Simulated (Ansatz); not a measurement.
AlRu: band structure with revPBE

AlRu:

```xyz
2
Lattice="2.9916 0.0000 0.0000 0.0000 2.9916 0.0000 0.0000 0.0000 2.9916" Properties=species:S:1:pos:R:3 pbc="T T T"
Ru    1.4958    1.4958    1.4958
Al    0.0000    0.0000    0.0000
```

```json
{
 "Program": "Ansatz 0.2.0",
 "Task": "band structure",
 "Functional": "revPBE",
 "Potentials or basis": "Ansatz PAW",
 "Cutoff": "420 eV (not typed: the program's choice for these potentials)",
 "k mesh": "9 × 9 × 9",
 "Occupations": "fermi-dirac, width 0.05 eV",
 "Spin": "no spin polarisation",
 "Path": "[[\"G\", \"X\", \"M\", \"G\", \"R\", \"X\"], [\"M\", \"R\"]]",
 "Points for each segment of the path": "14"
}
```

| Property | Result |
| --- | --- |
| Pressure | 5.2 GPa |
| Band gap on the k mesh | none (metal or under the smearing width) |

Levels at the corners of the path, in eV from the Fermi level:
```
point  band 6  band 7  band 8  band 9  band 10  band 11  band 12  band 13
    Γ   -3.49   -3.49    0.24    0.24     0.24     6.19     6.19     6.19
    X   -5.38   -2.69   -1.54   -1.54     0.49     2.37     7.48    11.08
    M   -2.98   -1.28   -1.28   -1.10    -1.10     1.60     5.40     6.35
    Γ   -3.49   -3.49    0.24    0.24     0.24     6.19     6.19     6.19
    R   -4.56   -4.56    1.70    1.70     2.75     4.22     4.22     4.22
    X   -5.38   -2.69   -1.54   -1.54     0.49     2.37     7.48    11.08
    M   -2.98   -1.28   -1.28   -1.10    -1.10     1.60     5.40     6.35
    R   -4.56   -4.56    1.70    1.70     2.75     4.22     4.22     4.22
```

It took 1.1 s on 2 threads of Arm Neoverse V1, with other jobs on the host, peak memory 0.28 GiB.

Caveat: the PAW data sets come from PBE, with cores solved anew for the run's functional, which leaves a small shift of forces and pressure.
